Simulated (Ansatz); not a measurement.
Working through cell relaxations under several functionals of C, space group Fmmm

With the Ansatz DFT code, driven from Python.

Input file `c.xyz`:
```text
2
Lattice="0.0 2.127 3.348 1.228 0.0 3.348 1.228 2.127 0.0" Properties=species:S:1:pos:R:3 pbc="T T T"
C     1.22800000    0.70901418    3.34800000
C     1.22800000    3.54498582    3.34800000
```

Notebook, run cell by cell (the value of a cell's last expression is shown):

In [1]:
```python
import warnings

import ansatz as az
import numpy as np
```

In [2]:
```python
def edges_and_angles(cell):
    cell = np.asarray(cell)
    a, b, c = np.linalg.norm(cell, axis=1)
    cosines = cell[1] @ cell[2] / (b * c), cell[0] @ cell[2] / (a * c), cell[0] @ cell[1] / (a * b)
    return (a, b, c, *np.degrees(np.arccos(cosines)))
```

In [3]:
```python
warnings.simplefilter("ignore", az.DeckWarning)
```

In [4]:
```python
material = az.Crystal.from_extxyz("c.xyz")
```

In [5]:
```python
material.resolved().tree()["lattice"]
```
Out [5]:
```text
((0.0, 2.127, 3.348), (1.228, 0.0, 3.348), (1.228, 2.127, 0.0))
```

In [6]:
```python
job = material.calculation()
job = job.kpoints(spacing=0.22).occupations("fermi_dirac")
job = job.relax(cell=True, force_tolerance=0.005, max_steps=60)
```

In [7]:
```python
levels = [("lda", "none"), ("r2scan", "rvv10"), ("pbesol", "none")]
print("level            a       b       c    alpha   beta  gamma  V/atom  steps")
for name, dispersion in levels:
    seen = []
    run = job.functional(name, dispersion=dispersion).session().plan()
    done = run.execute(on_event=lambda e: seen.append(e) if e["event"] == "relax_step" else None)
    cell = done.lattice.cell_ang
    label = name if dispersion == "none" else f"{name}+{dispersion}"
    print("{:13s} {:7.4f} {:7.4f} {:7.4f} {:6.2f} {:6.2f} {:6.2f}".format(label, *edges_and_angles(cell)), f"{abs(np.linalg.det(cell)) / len(done.lattice.sites):7.3f} {len(seen):5d}")
```
```text
level            a       b       c    alpha   beta  gamma  V/atom  steps
lda            3.9698  3.5741  2.4446  80.15  62.50  37.35   8.693     4
r2scan+rvv10   3.9801  3.5819  2.4549  80.12  62.45  37.42   8.784     4
pbesol         4.2402  3.8674  2.4588  80.85  64.22  34.92   9.600    15
```

From smallest to largest: LDA (8.69 Å³ an atom, -0.6 % against the start), r2SCAN+RVV10 (8.78 Å³ an atom, +0.4 % against the start) and PBEsol (9.60 Å³ an atom, +9.8 % against the start). The spread is 10.4 % in volume.

Notes:
- Edges and angles are those of the cell as typed, here a primitive one, not of the conventional cell.
- This isn't the structure that C takes at ambient conditions.
- Timing: 120 s on 1 thread of Arm Neoverse V2, with other jobs on the host, peak memory 0.64 GiB.
